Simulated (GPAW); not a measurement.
Set up this calculation in GPAW 26.7.0, as an ASE script.

* Task: relaxation of cell and atoms
* Functional: PBEsol
* Potentials or basis: PAW data sets generated in the run's folder for this functional
* Cutoff: 600 eV
* Basis: pw
* k mesh: 12 × 12 × 12
* Occupations: fermi-dirac, width 0.05 eV
* Spin: collinear spin, ferromagnetic start
* Starting moments: [2.0] μB
* Target pressure: 30 GPa
* Maxiter: 150
* Optimizer: BFGS
* Fmax: 0.02 eV/Å
* Max steps: 60
* Target pressure: 30 GPa
* Convergence: density=1e-05 forces=0.0001

The system is V.

```xyz
1
Lattice="-1.5144 1.5144 1.5144 1.5144 -1.5144 1.5144 1.5144 1.5144 -1.5144" Properties=species:S:1:pos:R:3 pbc="T T T"
V     0.0000    0.0000    0.0000
```

One way to write it, as run:

run.py

```python
from ase import Atoms
from ase.filters import FrechetCellFilter
from ase.io import write
from ase.optimize import BFGS
from ase.units import GPa
from gpaw import GPAW, PW, setup_paths

setup_paths.insert(0, '.')

atoms = Atoms(['V'],
              cell=[[-1.51435, 1.51435, 1.51435],
                    [1.51435, -1.51435, 1.51435],
                    [1.51435, 1.51435, -1.51435]],
              scaled_positions=[[0.0, 0.0, 0.0]],
              pbc=True)
atoms.set_initial_magnetic_moments([2.0])

calc = GPAW(mode=PW(600),
            xc='PBEsol',
            kpts={'size': (12, 12, 12), 'gamma': True},
            occupations={'name': 'fermi-dirac', 'width': 0.05},
            nbands=15,
            convergence={'density': 1e-05, 'forces': 0.0001},
            maxiter=150,
            txt='gpaw.txt')
atoms.calc = calc
opt = BFGS(FrechetCellFilter(atoms, scalar_pressure=30 * GPa), trajectory='relax.traj', logfile='-')
done = opt.run(fmax=0.02, steps=60)
calc.write('gs.gpw')
write('result.traj', atoms)
print('Converged:', done)
print('Cell:', atoms.cell.cellpar().round(4))
print('Volume:', round(atoms.get_volume(), 4))
print(atoms.get_scaled_positions().round(5))
```

Potentials or basis: PAW data sets generated in the run's folder for this functional, pw.

Run with:

```bash
$ gpaw-setup -f PBEsol V
$ OMP_NUM_THREADS=1 python run.py
```

It gave:

| Quantity | Value |
| --- | --- |
| Relaxed volume | 11.52 Å³/atom |
| Relaxed cell | a = 2.464 Å, b = 2.464 Å, c = 2.464 Å, α = 109.47°, β = 109.47°, γ = 109.47° |
| Space group after relaxing (to 0.05 Å) | Im-3m (No. 229) |
| Energy change on relaxing (the enthalpy is what falls) | +98.0 meV/atom |
| Ionic steps | 4 |
| Pressure after relaxing | 30.0 GPa |
| Band gap on the k mesh | none (metal or under the smearing width) |
| Net moment | 0.00 μB per cell |

Caveat: each step starts from the last one's moments, so a moment once lost doesn't come back; later steps reuse the first step's grids; the volume moved by over 15 % at a fixed basis, so the end points are rough.

Wall time 74 s on 1 thread of AMD EPYC 7R43 64-Core Processor (Zen 3), on a shared host, peak memory 0.18 GiB.
